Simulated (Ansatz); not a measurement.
## Electric field gradients in Si$_{2}$W

Theory: Ansatz 0.2.0, DFT PBEsol, scalar-relativistic, plane waves, PAW. Cutoff 420 eV, 18×18×18 k-points (Γ-centred), Fermi-Dirac smearing of 0.15 eV. No spin polarisation.

Equilibrium structure at this level:
```
CELL_PARAMETERS angstrom
-1.60110 1.60110 3.91058
1.60110 -1.60110 3.91058
1.60110 1.60110 -3.91058
ATOMIC_POSITIONS crystal
Si 0.33441 0.33441 0.00000
Si 0.66559 0.66559 0.00000
W 0.00000 0.00000 0.00000
```

In a metal these results depend on the k mesh and the smearing. Spin–orbit coupling is left out, which matters for gradients at heavy nuclei.

Give V_zz (10²¹ V/m²) and the asymmetry η at each distinct site.

Results:

```csv
atom,V_zz,η
Si (atom 1),-0.916,0.00
W (atom 3),-16.29,0.00
```

Cost: 1 run of about 0.13 core-minutes, on Intel Xeon 6975P-C (Granite Rapids) (shared hosts).